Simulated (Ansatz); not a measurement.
# Cu2O with an O vacancy: which input changes reach the field gradients?

Cell: a supercell of Cu2O (cuprite type, Pn-3m) built from a structure deposited in the COD (the entry's cell lengths or inner coordinates differ somewhat from later room-temperature determinations), with all atoms left at the host's positions.

Space group P-43m (No. 215); a = 8.5200 Å.

```csv
site,Wyckoff,site symmetry,x,y,z
Cu1,4e,.3m,0.1250,0.1250,0.1250
Cu2,12i,..m,0.1250,0.1250,0.6250
Cu4,12i,..m,0.1250,0.6250,0.6250
Cu8,4e,.3m,0.6250,0.6250,0.6250
O33,3d,-42.m,0.0000,0.0000,0.5000
O35,3c,-42.m,0.0000,0.5000,0.5000
O39,1b,-43m,0.5000,0.5000,0.5000
O40,4e,.3m,0.2500,0.2500,0.2500
O41,4e,.3m,0.2500,0.2500,0.7500
```

One atom of each set is listed.

Reference run. Level of theory: DFT, PBE, plane waves and PAW, scalar-relativistic, 420 eV cutoff, Γ-centred 2×2×2 k-points, Fermi–Dirac smearing 0.01 eV, cell charge +2 (Ansatz 0.2.0).

It gives V_zz (10²¹ V/m²) Cu8 -4.55 (η 0.00), O40 -0.52 (η 0.00), among others. Each of these runs changes the input as listed (caps on SCF iterations aside):

A. scf.algorithm: not typed → direct_min
B. scf.mixing.preconditioner: not typed → kerker; kpoints.mp_grid.shift: not typed → [0.5, 0.5, 0.5]

Problem. Which of these changes matter for the gradients?

Solution. 

| run | Cu8 V_zz (η) | O40 V_zz (η) | largest change of a gradient tensor, all atoms | note |
| --- | --- | --- | --- | --- |
| A | -4.55 (0.00) | -0.52 (0.00) | 0.00 | converged |
| B | -4.41 (0.00) | -0.42 (0.00) | 0.26 | converged; a gap opens |

Run B moves them most, on O33 (V_zz from 0.059 to -0.20); against its own size the tensor moves most on O40 among sites above 0.3 (by 0.10, V_zz from -0.52 to -0.42).

In run B the shift comes from kpoints.mp_grid.shift: the other keys steer the path to self-consistency or leave the density as it is.

On the reference run: The run isn't spin-polarised, and a state with spin may lie lower. The defect repeats with the cell of 47 atoms, so it feels its images: sites between two images don't show the values beside a lone defect, and zeros or small values of η there can come from the images' arrangement. Cu carries a gradient in the pure host already, so the values there aren't the defect's effect alone. A uniform background compensates the cell's charge. The defect cell has no gap above 0.1 eV on its mesh, so the values can hang on the smearing and the k-mesh. Semilocal functionals underestimate gradients at Cu(I) with two or three neighbours, in Cu₂O by a fifth to nearly a half. The neighbours have not yet relaxed around the defect (largest force 2.1 eV/Å), so a real crystal will differ.
